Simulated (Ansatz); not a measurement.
**Mo: a line through a two-coordinate scan**

Aim: follow the energy of Mo (Im-3m, No. 229; 1 atom in the cell) along one coordinate, volume per atom, with the other held at length along [111] over the lengths across it = 1.000.

The COD entry's cell or inner coordinates are ideal or old and differ from later refinements, so a difference from it is no clean test against experiment.

Program: Ansatz 0.2.0. Level of theory: DFT PBE, scalar-relativistic, plane waves, PAW. These are calculated values, not measurements.

24 further runs of the same task are left out: 24 set aside as unsound or not needed.

### 1 Starting point

Symmetry: Im-3m, No. 229, cubic system. Conventional cell: a = 3.160 Å, b = 3.160 Å, c = 3.160 Å, α = 90.00°, β = 90.00°, γ = 90.00°. Mo (site symmetry m-3m) is surrounded by 8 Mo at 2.74 Å.

As a file:

```
Mo
1.0
    -1.58023    1.58023    1.58023
     1.58023   -1.58023    1.58023
     1.58023    1.58023   -1.58023
Mo
1
Cartesian
  0.0000 0.0000 0.0000
```

It is the result of an earlier relaxation at this level (volume 15.78 Å³/atom; gap on the mesh: none (metal)).

### 2 The scan

The energy is mapped over volume and the cell's shape.

First coordinate, volume per atom: 7 values from 13.26 to 18.31 Å³. Second coordinate, length along [111] over the lengths across it, relative to the cubic cell: 9 values from 0.452 to 2.211.

Nothing else is relaxed (symmetry fixes all fractional coordinates). Energies count from the relaxed crystal. Points are written as (first, second).

### 3 Point (13.26 Å³, 1.000)

input.yaml reads:

```yaml
crystal:
  lattice:
    - [-1.4910204262, 1.4910204262, 1.4910204262]
    - [1.4910204262, -1.4910204262, 1.4910204262]
    - [1.4910204262, 1.4910204262, -1.4910204262]
  atoms:
    - { symbol: Mo, position: [0.0, 0.0, 0.0] }
basis:
  ecutwfc: 420
kpoints:
  mp_grid: { grid: [22, 22, 22] }
hamiltonian:
  xc: pbe
  pseudopotentials: { kind: paw, azcp: { folder: soft_1 } }
scf:
  occupations: { method: gaussian, width: 0.15 }
output:
  forces: true
  stress: true
  eigenvalues: true
```

Run with:

```console
ansatz run input.yaml --threads 1 --pin off --max-ram 2048MiB --backend cpu --events-out ev --progress --plain --runs-dir out
```

Output, cut to the lines that bear on the results:

```text
Warning: RAYON_NUM_THREADS=1 ignored (pool sized by the plan → 1); use --threads N
[...]
Pseudopotentials: kind: paw
Pseudopotential: Mo, paw, valence charge 14, recommended cutoff 420 eV (normal), <dir>
Functional definition: PBE
[...]
Crystal: 1 atoms, lattice volume = 13.259 Å³
Basis set: ecut = 420 eV, 249 PW (Γ), exchange–correlation on 36×36×36 points (8 copies of the dense FFT grid, shifted against one another)
Bands: 11, of which v1, the nominal top of the filled ones, is band 7 counted from 1 (6 counted from 0)
Symmetry: 48 space group operations
Space group: Im-3m (ITA 229), of the structure as read, at distance tolerance 2.4e-5 Å
k-points: 328 of 10648
[...]
SCF iter   1: F=—  HF=-4956.054999 eV  |F-HF|=—  |Δ(HF+E_count)|=         —  Δρ=1.03e-1  dr2=1.21e0  ethr=3.10e-3  ⟨swp⟩=5.0  Hψ=19803  notcnv=0
[...]
SCF iter   6: F=-4955.617800 eV  HF=-4955.617800 eV  |F-HF|=3.13e-8  |Δ(HF+E_count)|=   6.57e-8  Δρ=4.34e-5  dr2=6.14e-8  ethr=7.14e-10  ⟨swp⟩=5.0  Hψ=16755  notcnv=0
[...]
SCF converged after 6 iterations
Free energy (F): -4955.617800 eV
[...]
E sigma→0 (E₀):  -4955.615197 eV
Entropy (-TS):   -0.005207 eV (-5.207 meV/atom)
Fermi energy:    25.448125 eV
[...]
--- Forces (eV/Å), atoms counted from 1 ---
  atom   1  Mo     0.00000000     0.00000000    -0.00000000
[...]
--- Stress (GPa, compression-positive) ---
       64.903719      -0.000000      -0.000000
       -0.000000      64.903719      -0.000000
        0.000000       0.000000      64.903719
  P = ⅓ Tr σ = 64.9037 GPa (649.037 kbar)
--- Band table (eV; the first three rows and the last of 328) ---
  k-point 0: bands = ["-35.9685", "-8.7243", "-8.7243", "-8.7243", "17.7524", "23.6926", "23.6926", "23.6926", "27.3713", "27.3713", "40.2683"]
[...]
```

It took 5.7 s on 1 thread of Arm Neoverse N1, shared host; peak memory 0.31 GiB.

That is 441 meV/atom from the zero.

### 4 Changed: ecutwfc 600 eV, lower_state_search off

Changes to input.yaml since step 3:

```diff
@@ -8,3 +8,3 @@
 basis:
-  ecutwfc: 420
+  ecutwfc: "600 eV"
 kpoints:
@@ -16,5 +16,6 @@
   occupations: { method: gaussian, width: 0.15 }
+  lower_state_search: "off"
 output:
   forces: true
+  eigenvalues: true
   stress: true
-  eigenvalues: true
```

Run with:

```console
ansatz run input.yaml --threads 1 --pin off --max-ram 2048MiB --backend cpu --events-out ev --progress --plain --runs-dir out
```

Output, cut to the lines that bear on the results:

```text
Warning: RAYON_NUM_THREADS=1 ignored (pool sized by the plan → 1); use --threads N
[...]
[... 3 set-up lines as earlier in the session ...]
[...]
Crystal: 1 atoms, lattice volume = 13.259 Å³
Basis set: ecut = 600 eV, 429 PW (Γ), exchange–correlation on 48×48×48 points (8 copies of the dense FFT grid, shifted against one another)
Bands: 11, of which v1, the nominal top of the filled ones, is band 7 counted from 1 (6 counted from 0)
[... 2 set-up lines as earlier in the session ...]
k-points: 328 of 10648
[...]
SCF iter   1: F=—  HF=-4956.055703 eV  |F-HF|=—  |Δ(HF+E_count)|=         —  Δρ=1.02e-1  dr2=1.21e0  ethr=3.10e-3  ⟨swp⟩=5.0  Hψ=20599  notcnv=0
[...]
SCF iter   7: F=-4955.619157 eV  HF=-4955.619157 eV  |F-HF|=2.63e-9  |Δ(HF+E_count)|=   5.40e-8  Δρ=1.25e-5  dr2=4.94e-9  ethr=7.14e-10  ⟨swp⟩=4.0  Hψ=10750  notcnv=0
[...]
SCF converged after 7 iterations
Free energy (F): -4955.619157 eV
[...]
E sigma→0 (E₀):  -4955.616553 eV
Entropy (-TS):   -0.005208 eV (-5.208 meV/atom)
Fermi energy:    25.447832 eV
[...]
--- Forces (eV/Å), atoms counted from 1 ---
  atom   1  Mo    -0.00000000     0.00000000     0.00000000
[...]
--- Stress (GPa, compression-positive) ---
       64.872062      -0.000000       0.000000
        0.000000      64.872062      -0.000000
        0.000000       0.000000      64.872062
  P = ⅓ Tr σ = 64.8721 GPa (648.721 kbar)
--- Band table (eV; the first three rows and the last of 328) ---
  k-point 0: bands = ["-35.9703", "-8.7250", "-8.7250", "-8.7250", "17.7515", "23.6925", "23.6925", "23.6925", "27.3712", "27.3712", "40.2667"]
[...]
```

Wall time 10 s (1 thread of Arm Neoverse N1, shared host); peak memory 0.34 GiB.

| run | ending | energy change | pressure (GPa) | gap (eV) | force (eV/Å) | cycles | time |
| --- | --- | --- | --- | --- | --- | --- | --- |
| step 3 | converged | 0 | 64.9 | 0.00 | 0.00 | 6 | 5.7 s |
| variant | converged | -1.4 meV/atom | 64.9 | 0.00 | 0.00 | 7 | 10 s |

Changing the cutoff and search for lower states moves the energy by -1.4 meV/atom. Cost: 7 SCF cycles against 6, 10 s against 5.7 s.

### 5 Point (14.94 Å³, 1.000)

input.yaml reads:

```yaml
crystal:
  lattice:
    - [-1.5516112278, 1.5516112278, 1.5516112278]
    - [1.5516112278, -1.5516112278, 1.5516112278]
    - [1.5516112278, 1.5516112278, -1.5516112278]
  atoms:
    - { symbol: Mo, position: [0.0, 0.0, 0.0] }
basis:
  ecutwfc: 420
kpoints:
  mp_grid: { grid: [22, 22, 22] }
hamiltonian:
  xc: pbe
  pseudopotentials: { kind: paw, azcp: { folder: soft_1 } }
scf:
  occupations: { method: gaussian, width: 0.15 }
output:
  forces: true
  stress: true
  eigenvalues: true
  write_density: true
  write_potential: true
  elf: true
  volumetric_format: npy
```

Run with:

```console
ansatz run input.yaml --threads 1 --pin off --max-ram 2048MiB --backend cpu --events-out ev --progress --plain --runs-dir out
```

Output, cut to the lines that bear on the results:

```text
Warning: RAYON_NUM_THREADS=1 ignored (pool sized by the plan → 1); use --threads N
[...]
[... 3 set-up lines as earlier in the session ...]
[...]
Crystal: 1 atoms, lattice volume = 14.942 Å³
Basis set: ecut = 420 eV, 321 PW (Γ), exchange–correlation on 36×36×36 points (8 copies of the dense FFT grid, shifted against one another)
Bands: 11, of which v1, the nominal top of the filled ones, is band 7 counted from 1 (6 counted from 0)
[... 1 set-up line as earlier in the session ...]
Space group: Im-3m (ITA 229), of the structure as read, at distance tolerance 2.5e-5 Å
k-points: 328 of 10648
[...]
SCF iter   1: F=—  HF=-4956.589221 eV  |F-HF|=—  |Δ(HF+E_count)|=         —  Δρ=1.06e-1  dr2=1.61e0  ethr=3.10e-3  ⟨swp⟩=5.0  Hψ=19567  notcnv=0
[...]
SCF iter   6: F=-4956.018551 eV  HF=-4956.018551 eV  |F-HF|=3.51e-8  |Δ(HF+E_count)|=   1.46e-7  Δρ=3.77e-5  dr2=5.96e-8  ethr=7.14e-10  ⟨swp⟩=8.4  Hψ=24157  notcnv=0
[...]
SCF converged after 6 iterations
Free energy (F): -4956.018551 eV
[...]
E sigma→0 (E₀):  -4956.014989 eV
Entropy (-TS):   -0.007125 eV (-7.125 meV/atom)
Fermi energy:    22.205271 eV
[...]
--- Forces (eV/Å), atoms counted from 1 ---
  atom   1  Mo     0.00000000    -0.00000000     0.00000000
[...]
--- Stress (GPa, compression-positive) ---
       16.001812      -0.000000      -0.000000
       -0.000000      16.001812       0.000000
       -0.000000       0.000000      16.001812
  P = ⅓ Tr σ = 16.0018 GPa (160.018 kbar)
--- Band table (eV; the first three rows and the last of 328) ---
  k-point 0: bands = ["-39.0855", "-12.2300", "-12.2300", "-12.2300", "14.8369", "20.7546", "20.7546", "20.7546", "23.9488", "23.9488", "36.9589"]
[...]
```

Wall time 7.2 s (1 thread of Arm Neoverse N1, shared host); peak memory 0.32 GiB.

The maps below are laid out on this run's own conventional cell (a, b, c = 3.103, 3.103, 3.103 Å).

Density in a lattice plane of the grid's cell (edges 3.10 and 3.10 Å, at 0.000 of the third edge), which holds Mo.

Ten even steps from '0' (0.26 e/Å³) to '9' (7.07 e/Å³):
```
999853110000000001135899
988643100000000000134688
766532100000000000123566
443321000000000000012334
211100000000000000000111
000000000000000000000000
000000000000000000000000
000000000000000000000000
000000000000000000000000
000000000000000000000000
000000000000000000000000
000000000000000000000000
000000000000000000000000
000000000000000000000000
211100000000000000000111
443321000000000000012334
766532100000000000123566
988643100000000000134688
999853110000000001135899
999864210000000001246899
```
Columns run along the first of these edges and rows up along the second, over one cell in 24 and 20 even steps from the bottom left corner. Atoms in the plane (fractional): Mo at (0.00, 0.00).

ELF in the same plane.

Values, 12 rows by 12 columns:
```
0.54 0.65 0.68 0.43 0.19 0.26 0.38 0.26 0.19 0.43 0.68 0.65
0.68 0.68 0.59 0.33 0.23 0.34 0.45 0.34 0.23 0.33 0.59 0.68
0.46 0.43 0.33 0.24 0.30 0.42 0.48 0.42 0.30 0.24 0.33 0.43
0.18 0.19 0.23 0.30 0.39 0.44 0.45 0.44 0.39 0.30 0.23 0.19
0.22 0.26 0.34 0.42 0.44 0.41 0.38 0.41 0.44 0.42 0.34 0.26
0.35 0.38 0.45 0.48 0.45 0.38 0.35 0.38 0.45 0.48 0.45 0.38
0.22 0.26 0.34 0.42 0.44 0.41 0.38 0.41 0.44 0.42 0.34 0.26
0.18 0.19 0.23 0.30 0.39 0.44 0.45 0.44 0.39 0.30 0.23 0.19
0.46 0.43 0.33 0.24 0.30 0.42 0.48 0.42 0.30 0.24 0.33 0.43
0.68 0.68 0.59 0.33 0.23 0.34 0.45 0.34 0.23 0.33 0.59 0.68
0.54 0.65 0.68 0.43 0.19 0.26 0.38 0.26 0.19 0.43 0.68 0.65
0.31 0.54 0.68 0.46 0.18 0.22 0.35 0.22 0.18 0.46 0.68 0.54
```
Columns run along the first of these edges and rows up along the second, over one cell in 12 and 12 even steps from the bottom left corner. Atoms in the plane (fractional): Mo at (0.00, 0.00).

Both are smooth fields of the valence electrons: close to the nuclei they are not physical.

Outside the cores ELF peaks at 0.48 between the atoms, 1.7 Å from Mo.

Energy on the map's scale: 40 meV/atom.

### 6 The run at (16.63 Å³, 1.000)

Changes to input.yaml since step 5:

```diff
@@ -2,5 +2,5 @@
   lattice:
-    - [-1.5516112278, 1.5516112278, 1.5516112278]
-    - [1.5516112278, -1.5516112278, 1.5516112278]
-    - [1.5516112278, 1.5516112278, -1.5516112278]
+    - [-1.6078391339, 1.6078391339, 1.6078391339]
+    - [1.6078391339, -1.6078391339, 1.6078391339]
+    - [1.6078391339, 1.6078391339, -1.6078391339]
   atoms:
```

Run with:

```console
ansatz run input.yaml --threads 1 --pin off --max-ram 2048MiB --backend cpu --events-out ev --progress --plain --runs-dir out
```

Output, cut to the lines that bear on the results:

```text
Warning: RAYON_NUM_THREADS=1 ignored (pool sized by the plan → 1); use --threads N
[...]
[... 3 set-up lines as earlier in the session ...]
[...]
Crystal: 1 atoms, lattice volume = 16.626 Å³
Basis set: ecut = 420 eV, 321 PW (Γ), exchange–correlation on 40×40×40 points (8 copies of the dense FFT grid, shifted against one another)
Bands: 11, of which v1, the nominal top of the filled ones, is band 7 counted from 1 (6 counted from 0)
[... 1 set-up line as earlier in the session ...]
Space group: Im-3m (ITA 229), of the structure as read, at distance tolerance 2.6e-5 Å
k-points: 328 of 10648
[...]
SCF iter   1: F=—  HF=-4956.712387 eV  |F-HF|=—  |Δ(HF+E_count)|=         —  Δρ=1.07e-1  dr2=1.98e0  ethr=3.10e-3  ⟨swp⟩=5.0  Hψ=19193  notcnv=0
[...]
SCF iter   6: F=-4956.026356 eV  HF=-4956.026356 eV  |F-HF|=2.57e-8  |Δ(HF+E_count)|=   1.42e-7  Δρ=2.92e-5  dr2=4.28e-8  ethr=7.14e-10  ⟨swp⟩=8.3  Hψ=24289  notcnv=0
[...]
SCF converged after 6 iterations
Free energy (F): -4956.026356 eV
[...]
E sigma→0 (E₀):  -4956.022454 eV
Entropy (-TS):   -0.007803 eV (-7.803 meV/atom)
Fermi energy:    19.587454 eV
[...]
--- Forces (eV/Å), atoms counted from 1 ---
  atom   1  Mo    -0.00000000     0.00000000    -0.00000000
[...]
--- Stress (GPa, compression-positive) ---
      -11.954348      -0.000000      -0.000000
       -0.000000     -11.954348       0.000000
        0.000000       0.000000     -11.954348
  P = ⅓ Tr σ = -11.9543 GPa (-119.543 kbar)
--- Band table (eV; the first three rows and the last of 328) ---
  k-point 0: bands = ["-41.6810", "-15.0649", "-15.0649", "-15.0649", "12.5911", "18.3532", "18.3532", "18.3532", "21.1534", "21.1534", "34.2124"]
[...]
```

Run time: 7.8 s. Hardware: 1 thread of Arm Neoverse N1, shared host; peak memory 0.33 GiB.

The maps below are laid out on this run's own conventional cell (a, b, c = 3.216, 3.216, 3.216 Å).

Density in a lattice plane of the grid's cell (edges 3.22 and 3.22 Å, at 0.000 of the third edge), which holds Mo.

Values in e/Å³, 12 rows by 12 columns:
```
6.68 5.96 3.65 1.22 0.42 0.26 0.23 0.26 0.42 1.22 3.65 5.96
4.37 3.65 2.08 0.75 0.35 0.25 0.23 0.25 0.35 0.75 2.08 3.65
1.47 1.22 0.75 0.41 0.29 0.25 0.23 0.25 0.29 0.41 0.75 1.22
0.46 0.42 0.35 0.29 0.26 0.24 0.23 0.24 0.26 0.29 0.35 0.42
0.26 0.26 0.25 0.25 0.24 0.23 0.23 0.23 0.24 0.25 0.25 0.26
0.22 0.23 0.23 0.23 0.23 0.23 0.22 0.23 0.23 0.23 0.23 0.23
0.26 0.26 0.25 0.25 0.24 0.23 0.23 0.23 0.24 0.25 0.25 0.26
0.46 0.42 0.35 0.29 0.26 0.24 0.23 0.24 0.26 0.29 0.35 0.42
1.47 1.22 0.75 0.41 0.29 0.25 0.23 0.25 0.29 0.41 0.75 1.22
4.37 3.65 2.08 0.75 0.35 0.25 0.23 0.25 0.35 0.75 2.08 3.65
6.68 5.96 3.65 1.22 0.42 0.26 0.23 0.26 0.42 1.22 3.65 5.96
7.04 6.68 4.37 1.47 0.46 0.26 0.22 0.26 0.46 1.47 4.37 6.68
```
Columns run along the first of these edges and rows up along the second, over one cell in 12 and 12 even steps from the bottom left corner. Atoms in the plane (fractional): Mo at (0.00, 0.00).

ELF in the same plane.

Ten even steps from ' ' (0.14) to '@' (0.72):
```
++**%%@@@@##==..    ..::--::..    ..==##@@@@%%**
##%%@@@@@@##==..    ::--==--::    ..==##@@@@@@%%
@@@@@@@@##++--......--==++==--......--++##@@@@@@
%%%%####++--::....::==++++++==::....::--++####%%
======--::......::--==++++++==--::......::--====
............::::--==++++++++++==--::::..........
        ..::--======++++++++++++====--::..      
  ....::::--====++++==========++++====--::::....
::::----==++++++++======--======++++++++==----::
----====++++++++++====------====++++++++++====--
::::----==++++++++======--======++++++++==----::
  ....::::--====++++==========++++====--::::....
        ..::--====++++++++++++======--::..      
............::::--==++++++++++==--::::..........
======--::......::--==++++++==--::......::--====
%%%%####++--::....::==++++++==::....::--++####%%
@@@@@@@@##++--......--==++==--......--++##@@@@@@
##%%@@@@@@##==..    ::--==--::    ..==##@@@@@@%%
++**%%@@@@##==..    ..::--::..    ..==##@@@@%%**
::==**@@@@##==..    ..::--::..    ..==##@@@@**==
```
Columns run along the first of these edges and rows up along the second, over one cell in 24 and 20 even steps from the bottom left corner. Atoms in the plane (fractional): Mo at (0.00, 0.00).

Both are smooth fields of the valence electrons: close to the nuclei they are not physical.

Outside the cores ELF peaks at 0.48 between the atoms, 1.8 Å from Mo.

That is 33 meV/atom from the zero.

### 7 Point (17.47 Å³, 1.000)

input.yaml reads:

```yaml
crystal:
  lattice:
    - [-1.6345356504, 1.6345356504, 1.6345356504]
    - [1.6345356504, -1.6345356504, 1.6345356504]
    - [1.6345356504, 1.6345356504, -1.6345356504]
  atoms:
    - { symbol: Mo, position: [0.0, 0.0, 0.0] }
basis:
  ecutwfc: 420
kpoints:
  mp_grid: { grid: [22, 22, 22] }
hamiltonian:
  xc: pbe
  pseudopotentials: { kind: paw, azcp: { folder: soft_1 } }
scf:
  occupations: { method: gaussian, width: 0.15 }
output:
  forces: true
  stress: true
  eigenvalues: true
```

Run with:

```console
ansatz run input.yaml --threads 1 --pin off --max-ram 2048MiB --backend cpu --events-out ev --progress --plain --runs-dir out
```

Output, cut to the lines that bear on the results:

```text
Warning: RAYON_NUM_THREADS=1 ignored (pool sized by the plan → 1); use --threads N
[...]
[... 3 set-up lines as earlier in the session ...]
[...]
Crystal: 1 atoms, lattice volume = 17.468 Å³
Basis set: ecut = 420 eV, 321 PW (Γ), exchange–correlation on 40×40×40 points (8 copies of the dense FFT grid, shifted against one another)
Bands: 11, of which v1, the nominal top of the filled ones, is band 7 counted from 1 (6 counted from 0)
[... 2 set-up lines as earlier in the session ...]
k-points: 328 of 10648
[...]
SCF iter   1: F=—  HF=-4956.675202 eV  |F-HF|=—  |Δ(HF+E_count)|=         —  Δρ=1.06e-1  dr2=2.16e0  ethr=3.10e-3  ⟨swp⟩=5.0  Hψ=19085  notcnv=0
[...]
SCF iter   6: F=-4955.938457 eV  HF=-4955.938457 eV  |F-HF|=2.90e-8  |Δ(HF+E_count)|=   2.50e-7  Δρ=2.84e-5  dr2=4.48e-8  ethr=7.14e-10  ⟨swp⟩=5.3  Hψ=17799  notcnv=0
[...]
SCF converged after 6 iterations
Free energy (F): -4955.938457 eV
[...]
E sigma→0 (E₀):  -4955.934514 eV
Entropy (-TS):   -0.007885 eV (-7.885 meV/atom)
Fermi energy:    18.463035 eV
[...]
--- Forces (eV/Å), atoms counted from 1 ---
  atom   1  Mo    -0.00000000    -0.00000000     0.00000000
[...]
--- Stress (GPa, compression-positive) ---
      -21.069000      -0.000000      -0.000000
       -0.000000     -21.069000       0.000000
        0.000000       0.000000     -21.069000
  P = ⅓ Tr σ = -21.0690 GPa (-210.690 kbar)
--- Band table (eV; the first three rows and the last of 328) ---
  k-point 0: bands = ["-42.8147", "-16.2837", "-16.2837", "-16.2837", "11.6522", "17.3119", "17.3119", "17.3119", "19.9423", "19.9423", "33.0053"]
[...]
```

It took 5.8 s on 1 thread of Arm Neoverse N1, shared host; peak memory 0.32 GiB.

On the map this point reads 120 meV/atom.

### 8 Point (18.31 Å³, 1.000)

Changes to input.yaml since step 7:

```diff
@@ -2,5 +2,5 @@
   lattice:
-    - [-1.6345356504, 1.6345356504, 1.6345356504]
-    - [1.6345356504, -1.6345356504, 1.6345356504]
-    - [1.6345356504, 1.6345356504, -1.6345356504]
+    - [-1.6603874839, 1.6603874839, 1.6603874839]
+    - [1.6603874839, -1.6603874839, 1.6603874839]
+    - [1.6603874839, 1.6603874839, -1.6603874839]
   atoms:
```

Run with:

```console
ansatz run input.yaml --threads 1 --pin off --max-ram 2048MiB --backend cpu --events-out ev --progress --plain --runs-dir out
```

Output, cut to the lines that bear on the results:

```text
Warning: RAYON_NUM_THREADS=1 ignored (pool sized by the plan → 1); use --threads N
[...]
[... 3 set-up lines as earlier in the session ...]
[...]
Crystal: 1 atoms, lattice volume = 18.310 Å³
Basis set: ecut = 420 eV, 369 PW (Γ), exchange–correlation on 40×40×40 points (8 copies of the dense FFT grid, shifted against one another)
Bands: 11, of which v1, the nominal top of the filled ones, is band 7 counted from 1 (6 counted from 0)
[... 2 set-up lines as earlier in the session ...]
k-points: 328 of 10648
[...]
SCF iter   1: F=—  HF=-4956.591406 eV  |F-HF|=—  |Δ(HF+E_count)|=         —  Δρ=1.06e-1  dr2=2.33e0  ethr=3.10e-3  ⟨swp⟩=5.0  Hψ=19147  notcnv=0
[...]
SCF iter   7: F=-4955.808915 eV  HF=-4955.808915 eV  |F-HF|=1.00e-11  |Δ(HF+E_count)|=   7.51e-8  Δρ=2.16e-6  dr2=2.17e-10  ethr=7.14e-10  ⟨swp⟩=4.4  Hψ=11349  notcnv=0
the search or the solves at the SCF's close seem to have found levels that the self-consistency loop had missed (the run counts 1). By its estimate they hold under 1e-12 electrons; where the run keeps them, the occupations were computed again with them
[...]
SCF converged after 7 iterations
Free energy (F): -4955.808915 eV
[...]
E sigma→0 (E₀):  -4955.804910 eV
Entropy (-TS):   -0.008010 eV (-8.010 meV/atom)
Fermi energy:    17.439222 eV
[...]
--- Forces (eV/Å), atoms counted from 1 ---
  atom   1  Mo    -0.00000000     0.00000000    -0.00000000
[...]
--- Stress (GPa, compression-positive) ---
      -27.895751      -0.000000       0.000000
       -0.000000     -27.895751       0.000000
        0.000000       0.000000     -27.895751
  P = ⅓ Tr σ = -27.8958 GPa (-278.958 kbar)
--- Band table (eV; the first three rows and the last of 328) ---
  k-point 0: bands = ["-43.8540", "-17.3922", "-17.3922", "-17.3922", "10.8109", "16.3594", "16.3594", "16.3594", "18.8353", "18.8353", "31.8902"]
[...]
```

Wall time 7.9 s (1 thread of Arm Neoverse N1, shared host); peak memory 0.33 GiB.

That is 250 meV/atom from the zero.

### 9 Results

```
volume per atom (Å³)  step  energy (meV/atom)  slope (meV/atom per Å³)  pressure (GPa)
               13.26     3                441                     −405              65
               14.10     –                177                     −231              37
               14.94     5                 40                     −100              16
               15.78     –                  0                       −1               0
               16.63     6                 33                       75             −12
               17.47     7                120                      132             −21
               18.31     8                250                      174             −28
```

Energies count from the relaxed crystal. Rows without a step come from runs not printed here or follow by symmetry. Slopes come from the forces (and the stress, where the cell changes), not from differences of energies.

| run | outcome |
| --- | --- |
| step 4, run with ecutwfc 600 eV, lower_state_search off (against step 3) | -1.4 meV/atom |

What this shows: Along the line the energy is lowest at 15.78 Å³, 0 meV/atom from the zero. Energies and slopes round the minimum, fitted together, put the minimum at 15.792 Å³, with a curvature of about 100 meV/atom per (Å³)². V·d²E/dV² there is about 260 GPa, a bulk modulus under this line's constraint. The well is lopsided: two grid steps out, the energy rises by 177 meV/atom towards smaller values and 120 meV/atom towards larger ones. The highest point computed, at 13.26 Å³, lies 441 meV/atom above the lowest. This is one cut through a surface in two coordinates; it holds the lowest point sampled, which need not be a minimum.
